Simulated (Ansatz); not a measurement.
# Ag (R-3m) in Ansatz: notebook

Runs on Ag. Level: PBEsol. Tasks: phonons, elastic constants.

Program: Ansatz 0.2.0. These are calculated values, not measurements. Logs are shortened: lines on timing, memory, paths and dates and some standing lists are left out, and cuts for length are marked.

## 1. Starting point

The structure is trigonal, space group R-3m (No. 166). Conventional cell: a = 2.946 Å, b = 2.946 Å, c = 21.614 Å, α = 90.00°, β = 90.00°, γ = 120.00°. Around Ag (site symmetry 3m) lie 12 Ag at 2.94 to 2.95 Å. Around Ag (site symmetry -3m) lie 12 Ag at 2.94 to 2.95 Å.

This isn't the form of Ag at room conditions, which is fcc.

## 2. Phonons, PBEsol

Input file input.yaml:

```yaml
crystal:
  lattice:
    - [1.4730471633, 0.8504641763, 7.20465]
    - [-1.4730471633, 0.8504641763, 7.20465]
    - [0.0, -1.7009283525, 7.20465]
  atoms:
    - { symbol: Ag, position: [0.222281, 0.222281, 0.222281] }
    - { symbol: Ag, position: [0.777719, 0.777719, 0.777719] }
    - { symbol: Ag, position: [0.0, 0.0, 0.0] }
hamiltonian:
  xc: pbesol
  pseudopotentials: { kind: paw }
kpoints:
  mp_grid: { grid: [10, 10, 10] }
scf:
  occupations: { method: fermi_dirac, width: 0.05 }
phonons:
  method: dfpt
```

Potentials or basis: Ansatz PAW.

The run is started by

```console
$ ansatz run input.yaml --threads 2 --pin off --max-ram 5632MiB --backend cpu --events-out ev --progress --plain --runs-dir out
```

Log:

```text
Warning: RAYON_NUM_THREADS=2 ignored (pool sized by the plan → 2); use --threads N
Engine: ansatz 0.2.0, x86_64-unknown-linux-gnu
Pseudopotentials: kind: paw
Pseudopotential: Ag, paw, valence charge 19, recommended cutoff 420 eV (normal), Ag.paw.azcp
Functional definition: PBEsol
  exchange = pbesol_x
  correlation = pbesol_c
Crystal: 3 atoms, lattice volume = 54.155 Å³
Basis set: ecut = 420 eV, 1057 PW (Γ), exchange–correlation on 100×100×100 points (8 copies of the dense FFT grid, shifted against one another)
Bands: 35, of which v1, the nominal top of the filled ones, is band 29 counted from 1 (28 counted from 0)
Symmetry: 12 space group operations
k-points: 282 of 1000 (irreducible under 2 space group operations, time reversal used)
Non-local potential: Ag, projectors of the file, l = 0: 3, l = 1: 2, l = 2: 2, l = 3: 1
PAW form: soft (Blöchl's): semilocal exchange-correlation on the pseudo side does not see the compensation charge
PAW frozen core: Ag, regenerated for the run's functional, and the local potential with it (the file was generated under x = pbe(κ = 0.804, μ = 0.2195149727645171), c = pbe(β = 0.06672455060314922))
PAW one-centre angular grid: Ag, 590 points (default); XC on 64 Gauss nodes
Initial density: superposition of atomic densities (neutral atoms: chi_scale 0, normalization atom), corrected by the library's trained network
Initial wavefunctions: pseudopotential atomic-orbital guess
Functional: x = pbesol(κ = 0.804, μ = 0.12345679012345678), c = pbesol(β = 0.046)
SCF iter   1: F=—  HF=-22566.622264 eV  |F-HF|=—  |Δ(HF+E_count)|=         —  Δρ=9.40e-3  dr2=4.56e-2  ethr=1.77e-3  ⟨swp⟩=5.7  Hψ=33848  notcnv=0  defer=101
preconditioner: auto → Kerker (q_TF=auto, 2.752 Å⁻¹)  [metal: Δε(μ)=0.041 eV  Ē_g=11.082 eV  σ=0.050 eV  W_gap=0.19  n_scr=24 (ndim 8)  ℏωp=29.0 eV  f_vac=0.000  D(μ)=1.08/eV (n_scr^D=4)]
SCF iter   2: F=—  HF=-22566.610831 eV  |F-HF|=—  |Δ(HF+E_count)|=   1.14e-2  Δρ=2.44e-3  dr2=3.17e-3  ethr=7.99e-5  ⟨swp⟩=2.5  Hψ=17588  notcnv=0  defer=420
SCF iter   3: F=—  HF=-22566.610039 eV  |F-HF|=—  |Δ(HF+E_count)|=   7.93e-4  Δρ=1.02e-3  dr2=4.08e-4  ethr=5.56e-6  ⟨swp⟩=2.3  Hψ=12454  notcnv=0  defer=420
SCF iter   4: F=—  HF=-22566.609991 eV  |F-HF|=—  |Δ(HF+E_count)|=   4.75e-5  Δρ=1.63e-4  dr2=1.95e-5  ethr=7.16e-7  ⟨swp⟩=2.6  Hψ=18139  notcnv=0  defer=420
SCF iter   5: F=—  HF=-22566.609988 eV  |F-HF|=—  |Δ(HF+E_count)|=   3.24e-6  Δρ=5.85e-5  dr2=4.74e-6  ethr=3.43e-8  ⟨swp⟩=2.6  Hψ=16718  notcnv=0  defer=420
SCF iter   6: F=—  HF=-22566.609951 eV  |F-HF|=—  |Δ(HF+E_count)|=   3.73e-5  Δρ=2.74e-5  dr2=5.62e-7  ethr=8.31e-9  ⟨swp⟩=2.3  Hψ=15757  notcnv=0  defer=420
SCF iter   7: F=—  HF=-22566.609951 eV  |F-HF|=—  |Δ(HF+E_count)|=   1.20e-7  Δρ=7.49e-6  dr2=5.22e-8  ethr=9.86e-10  ⟨swp⟩=2.0  Hψ=13795  notcnv=0  defer=420
SCF iter   8: F=—  HF=-22566.609951 eV  |F-HF|=—  |Δ(HF+E_count)|=   5.81e-9  Δρ=1.38e-6  dr2=1.33e-9  ethr=9.16e-11  ⟨swp⟩=2.5  Hψ=14120  notcnv=0  defer=420
SCF iter   9: F=—  HF=-22566.609951 eV  |F-HF|=—  |Δ(HF+E_count)|=  1.46e-11  Δρ=4.19e-7  dr2=1.16e-10  ethr=2.33e-12  ⟨swp⟩=2.6  Hψ=14013  notcnv=0  defer=420
SCF iter  10: F=-22566.609951 eV  HF=-22566.609951 eV  |F-HF|=0.00e0  |Δ(HF+E_count)|=  7.28e-12  Δρ=9.76e-8  dr2=4.44e-12  ethr=1.00e-12  ⟨swp⟩=7.7  Hψ=46419  notcnv=0
SCF 1 converged in 10 iterations: F = -22566.609951 eV  dr2 = 4.44e-12
DFPT response loops at Γ: preconditioner auto → Kerker (q_TF=auto, 2.752 Å⁻¹) (partly filled bands, converged f_vac=0.000); β = 1.00, the filter's whole step (`scf.mixing.beta` (0.50) is not read by the response loops under this deck's `scf.mixing.preconditioner`; to damp them name `kerker` or `kerker_dos`, under which they read `scf.mixing.beta`, and type it under 1.00, their step now; both keys bind the ground state too); Broyden in place of MSR1
SCF converged after 10 iterations
Free energy (F): -22566.609951 eV
Harris-Foulkes:  -22566.609951 eV  (|F-HF|=0.00e0)
Internal energy: -22566.601569 eV  (E = F + TS)
E sigma→0 (E₀):  -22566.605760 eV
Entropy (-TS):   -0.008382 eV (-2.794 meV/atom)
Fermi energy:    15.837601 eV
--- Per-component energies (eV) ---
  E_band       = -772.057165
  E_kinetic    = 1579.355091
  E_local      = -6849.086255  (includes V_loc(G=0)·N_el)
  E_nonlocal   = 248.375127
  E_hartree    = 3092.291392
  E_xc         = -549.385719
  E_vxc        = -700.857317  (∫ρ·V_xc dr)
  E_paw        = -11504.140458  (= ΣΔE_a)
  E_vpaw       = -1234.427620  (= ΣTr[D̂ρ^β])
  E_aug_tail   = 0.000913  (compensation charges beyond the density's cutoff)
  E_ewald      = -8584.979879
  E_core_change = 0.968217  (= ΣΔE_core)
  E_smearing   = -0.008382  (= −TS)
  E_closure    = -0.000000  (closes the sum)
  Σ components = -22566.609951   (vs F -22566.609951, Δ=0.00e0)
--- Band table (eV; the first three rows and the last of 282) ---
  k-point 0: bands = ["-75.7867", "-75.7725", "-75.7678", "-39.3201", "-39.3104", "-39.2341", "-39.2341", "-39.2227", "-39.2227", "-39.2154", "-39.2102", "-39.2102", "8.4784", "9.9784", "9.9851", "11.3534", "11.3534", "11.3684", "11.4724", "11.4724", "11.5732", "11.5732", "12.1078", "12.1078", "12.7164", "12.7164", "12.7490", "12.7539", "12.8235", "12.8235", "23.5059", "23.5233", "31.1327", "31.5285", "32.6026"]
  k-point 1: bands = ["-75.7857", "-75.7717", "-75.7671", "-39.3197", "-39.3079", "-39.2425", "-39.2368", "-39.2307", "-39.2254", "-39.2203", "-39.2170", "-39.2121", "8.7444", "10.1602", "10.1670", "11.2522", "11.2713", "11.4531", "11.4657", "11.5354", "11.6003", "11.6706", "11.9113", "12.0568", "12.0611", "12.1812", "12.7332", "12.8264", "13.4435", "13.8129", "23.3058", "24.1016", "30.2706", "30.7856", "31.9367"]
  k-point 2: bands = ["-75.7832", "-75.7696", "-75.7654", "-39.3179", "-39.3058", "-39.2640", "-39.2489", "-39.2453", "-39.2437", "-39.2325", "-39.2222", "-39.2171", "9.4463", "10.4787", "10.5203", "10.9174", "11.0923", "11.2366", "11.4462", "11.6409", "11.7451", "11.8453", "11.8826", "11.9480", "12.0764", "12.1320", "12.7584", "12.8392", "14.1300", "15.0424", "23.4910", "25.0332", "26.8209", "28.1645", "30.4249"]
  k-point 281: bands = ["-75.7861", "-75.7743", "-75.7666", "-39.3483", "-39.2527", "-39.2449", "-39.2357", "-39.2357", "-39.2187", "-39.2187", "-39.2127", "-39.2127", "9.2418", "9.2530", "9.8794", "11.2803", "11.2819", "11.3603", "11.3603", "11.4654", "11.4654", "11.5525", "11.5525", "12.2799", "12.2799", "12.4182", "12.4182", "12.9710", "12.9710", "15.6083", "19.2129", "29.5804", "29.6770", "31.2717", "32.0962"]
--- Phonons (Γ-DFPT): 4 representative perturbations + reference, on 282 of 1000 k-points (Σ response iterations 12) ---
  k mesh reduced under 2 symmetry operations, with k and −k counted as one. Each operation leaves every solved perturbation unchanged. A smaller set is not used because it would not reduce the number of displacements times k-points to solve
  ASR residual: 1.391e-4 → 0.000e0 eV/Å²; symmetrization residual: 2.797e-5 eV/Å²
  ASR residual per site (eV/Å²): 1.39e-4 1.39e-4 1.10e-4
  Γ frequencies (cm⁻¹): 0.00 0.00 0.00 52.30 52.30 56.61 56.61 122.38 123.68
  non-analytic LO–TO correction: not included (Born effective charges unavailable; polar crystals: no LO–TO splitting at Γ)
```

Wall time 2.5 min (2 threads of Intel Xeon 6975P-C (Granite Rapids), shared host); peak memory 1.6 GiB.

What came out:

```
Free energy                   : -22566.6100 eV
Band gap on the k mesh        : none (metal or under the smearing width)
Highest phonon frequency at Γ : 124 cm⁻¹
```

Phonon frequencies in cm⁻¹ (negative: imaginary):
```csv
q point,frequencies
"(0.000, 0.000, 0.000)",0 0 0 52 52 57 57 122 124
```

Caveat: the PAW data sets come from PBE, with cores solved anew for the run's functional, which leaves a small shift of forces and pressure.

## 3. Elastic constants, PBEsol

input.yaml, as its differences from that of step 2:

```diff
@@ -16,3 +16,7 @@
   occupations: { method: fermi_dirac, width: 0.05 }
-phonons:
-  method: dfpt
+output:
+  forces: true
+  stress: true
+elastic:
+  mode: clamped_ion
+  stencil: two_point
```

Potentials or basis: Ansatz PAW.

The run is started by

```console
$ ansatz run input.yaml --threads 2 --pin off --max-ram 5632MiB --backend cpu --events-out ev --progress --plain --runs-dir out
```

Log:

```text
Warning: RAYON_NUM_THREADS=2 ignored (pool sized by the plan → 2); use --threads N
[... 6 set-up lines as earlier in the session ...]
Crystal: 3 atoms, lattice volume = 54.155 Å³
Basis set: ecut = 420 eV, 1057 PW (Γ), exchange–correlation on 100×100×100 points (8 copies of the dense FFT grid, shifted against one another)
Bands: 35, of which v1, the nominal top of the filled ones, is band 29 counted from 1 (28 counted from 0)
[... 1 set-up line as earlier in the session ...]
Space group: R-3m (ITA 166), of the structure as read, at distance tolerance 3.8e-5 Å
k-points: 116 of 1000
[... 7 set-up lines as earlier in the session ...]
SCF iter   1: F=—  HF=-22566.622261 eV  |F-HF|=—  |Δ(HF+E_count)|=         —  Δρ=9.40e-3  dr2=4.56e-2  ethr=1.77e-3  ⟨swp⟩=5.7  Hψ=14018  notcnv=0  defer=40
preconditioner: auto → Kerker (q_TF=auto, 2.752 Å⁻¹)  [metal: Δε(μ)=0.041 eV  Ē_g=11.082 eV  σ=0.050 eV  W_gap=0.19  n_scr=24 (ndim 8)  ℏωp=29.0 eV  f_vac=0.000  D(μ)=1.08/eV (n_scr^D=4)]
[... 111 lines left out ...]
       -7.038650       0.000000       0.000000
        0.000000      -7.038650      -0.000000
        0.000000      -0.000000      -7.573112
  P = ⅓ Tr σ = -7.2168 GPa (-72.168 kbar)
--- Band table (eV; the first three rows and the last of 116) ---
  k-point 0: bands = ["-75.7867", "-75.7725", "-75.7678", "-39.3201", "-39.3104", "-39.2341", "-39.2341", "-39.2227", "-39.2227", "-39.2154", "-39.2102", "-39.2102", "8.4784", "9.9784", "9.9851", "11.3534", "11.3534", "11.3684", "11.4724", "11.4724", "11.5732", "11.5732", "12.1078", "12.1078", "12.7164", "12.7164", "12.7490", "12.7539", "12.8235", "12.8235", "23.5059", "23.5233", "31.1327", "31.5285", "32.6026"]
  k-point 1: bands = ["-75.7857", "-75.7717", "-75.7671", "-39.3197", "-39.3079", "-39.2425", "-39.2368", "-39.2307", "-39.2254", "-39.2203", "-39.2170", "-39.2121", "8.7444", "10.1602", "10.1670", "11.2522", "11.2713", "11.4531", "11.4657", "11.5354", "11.6003", "11.6706", "11.9113", "12.0568", "12.0611", "12.1812", "12.7332", "12.8264", "13.4435", "13.8129", "23.3058", "24.1016", "30.2706", "30.7856", "31.9367"]
  k-point 2: bands = ["-75.7832", "-75.7696", "-75.7654", "-39.3179", "-39.3058", "-39.2640", "-39.2489", "-39.2453", "-39.2437", "-39.2325", "-39.2222", "-39.2171", "9.4463", "10.4787", "10.5203", "10.9174", "11.0923", "11.2366", "11.4462", "11.6409", "11.7451", "11.8453", "11.8826", "11.9480", "12.0764", "12.1320", "12.7584", "12.8392", "14.1300", "15.0424", "23.4910", "25.0332", "26.8209", "28.1645", "30.4249"]
  k-point 115: bands = ["-75.7861", "-75.7743", "-75.7666", "-39.3483", "-39.2527", "-39.2449", "-39.2357", "-39.2357", "-39.2187", "-39.2187", "-39.2127", "-39.2127", "9.2418", "9.2530", "9.8794", "11.2803", "11.2819", "11.3603", "11.3603", "11.4654", "11.4654", "11.5525", "11.5525", "12.2799", "12.2799", "12.4182", "12.4182", "12.9710", "12.9710", "15.6083", "19.2129", "29.5804", "29.6770", "31.2717", "32.0962"]
--- Elastic constants: 3 strain directions × 2 members + reference (group order 12) ---
  dense FFT box of the reference and of every strained cell: 50×50×50
  strains applied: 11, 33, 23; error gains: componentwise 1.00 (the most a stress slope's error grows in a printed constant), spectral 1.41 (1 for all six strains in a standard setting)
  C = ∂σ_k/∂η_j (tension-positive GPa; Voigt order 11 22 33 23 13 12):
       107.800     62.559     49.998      1.078      0.000      0.000
        62.559    107.800     49.998     -1.078      0.000      0.000
        49.517     49.517    119.910      0.000      0.000      0.000
         1.077     -1.077      0.000     19.486      0.000      0.000
         0.000      0.000      0.000      0.000     19.486      1.077
         0.000      0.000      0.000      0.000      1.078     22.620
  reference stress σ⁰ (GPa):      7.039      7.039      7.573      0.000     -0.000     -0.000
  C* (energy form; C + prestress term) asymmetry max|C*_kj − C*_jk| = 5.333e-2 GPa — a small one proves nothing (zero by symmetry where the batch's group is 432, −43m or m−3m); a large one is finite-difference/SCF noise where every solve meets its electron count
  moduli (Voigt/Reuss/Hill, GPa): K = 73.30/73.29/73.30   G = 23.88/22.73/23.31   E = 63.22   ν = 0.356
  mechanically stable: yes (min eigenvalue of sym C = 19.15 GPa)
  strain η (Voigt 11):  stress-route row diagonal C_11 = 107.80 GPa, energy-path curvature d²(F+E_count+ΔE)/dδ²/Ω₀ = 107.75 GPa
         δ    σ_11 (GPa)             F (eV)   n_scf  n_hpsi   n_pw
    -2.000e-3       6.8211      -22566.6146339       9  178270   1078
     2.000e-3       7.2523      -22566.6051211       6  143933   1081
  strain η (Voigt 33):  stress-route row diagonal C_33 = 119.91 GPa, energy-path curvature d²(F+E_count+ΔE)/dδ²/Ω₀ = 119.96 GPa
         δ    σ_33 (GPa)             F (eV)   n_scf  n_hpsi   n_pw
    -2.000e-3       7.3318      -22566.6149904       9   75060   1078
     2.000e-3       7.8115      -22566.6047487       6   57452   1080
  strain η (Voigt 23):  stress-route row diagonal C_44 = 19.49 GPa, energy-path curvature d²(F+E_count+ΔE)/dδ²/Ω₀ = 15.84 GPa
         δ    σ_23 (GPa)             F (eV)   n_scf  n_hpsi   n_pw
    -2.000e-3      -0.0390      -22566.6099410       7  152496   1080
     2.000e-3       0.0390      -22566.6099408       5  134800   1079
```

It took 35 s on 2 threads of Intel Xeon 6975P-C (Granite Rapids), shared host; peak memory 0.79 GiB.

What came out:

```yaml
Free_energy: -22566.6100 eV
Pressure: -7.2 GPa
Band_gap_on_the_k_mesh: none (metal or under the smearing width)
Voigt_bulk_modulus: 73 GPa
```

Forces on the atoms (eV/Å):
```
Ag   0.000  0.000  0.003
Ag   0.000  0.000 -0.003
Ag   0.000  0.000  0.000
```

Elastic tensor in Voigt notation (GPa, ions clamped, in the Cartesian axes of the cell as first typed):
```
108  63  50   1   0   0
 63 108  50  -1   0   0
 50  50 120   0   0   0
  1  -1   0  19   0   0
  0   0   0   0  19   1
  0   0   0   0   1  23
```

Caveat: the cell is more than 3 GPa from zero pressure, which shifts response properties; elastic constants of metals need much finer meshes, so these are rough; the PAW data sets come from PBE, with cores solved anew for the run's functional, which leaves a small shift of forces and pressure.
